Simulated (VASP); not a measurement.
Wanted: the native input for a VASP 6.6.1 run.

| Property | Result |
| --- | --- |
| Task | relaxation of cell and atoms |
| Functional | r2SCAN |
| Potentials or basis | VASP PAW PBE potentials, release 64 (Si) |
| Cutoff | 600 eV |
| k mesh | 9 × 9 × 4 |
| Occupations | gaussian, width 0.03 eV |
| Spin | no spin polarisation |
| Further INCAR settings | ALGO = Normal; EDIFF = 1e-06; IBRION = 2; EDIFFG = -0.01; NSW = 90; ISIF = 3 |

The structure of Si lies in POSCAR:

```
Si
1.0
    3.8313174605      0.0000000000      0.0000000000
   -1.9156587303      3.3180182508      0.0000000000
    0.0000000000      0.0000000000      6.3326220002
Si
4
Direct
    0.3333333300      0.6666666700      0.0630095000
    0.6666666700      0.3333333300      0.5630095000
    0.3333333300      0.6666666700      0.4369905000
    0.6666666700      0.3333333300      0.9369905000
```

This isn't the form of Si at room conditions, which is diamond.

The input as run:

INCAR

```
PREC = Accurate ; ENCUT = 600
EDIFF = 1E-6 ; ISMEAR = 0
SIGMA = 0.03 ; LREAL = F
LASPH = T ; NELM = 80
ALGO = Normal ; ISIF = 3
LWAVE = F ; LCHARG = F
METAGGA = R2SCAN ; LMIXTAU = T
IBRION = 2 ; NSW = 90
EDIFFG = -0.01
```

KPOINTS

```
regular mesh
0
Gamma
  9 9 4
```

Potentials or basis: VASP PAW PBE potentials, release 64 (Si).

Command:

```bash
$ cat potpaw_PBE.64/Si/POTCAR > POTCAR
$ mpirun -np 1 vasp_std > vasp.out
```

Results of the run:

```
Relaxed volume                         : 20.11 Å³/atom
Relaxed cell                           : a = 3.830 Å, b = 3.830 Å, c = 6.334 Å, α = 90.00°, β = 90.00°, γ = 120.00°
Space group after relaxing (to 0.05 Å) : P6_3/mmc (No. 194)
Energy gained by relaxing              : 0.0 meV/atom
Ionic steps                            : 3
Pressure after relaxing                : 0.0 GPa
Largest force after relaxing           : 0.007 eV/Å
Band gap on the k mesh                 : 0.66 eV, indirect (least direct gap 1.38 eV)
```

Caveat: the PAW data sets were made with another functional, which shifts forces and pressure a little; an odd mesh through Γ misses points on the zone boundary, where band edges often lie.

Wall time 2.1 min on 1 thread of Intel(R) Xeon(R) 6975P-C (Granite Rapids) (shared host), peak memory 0.24 GiB.
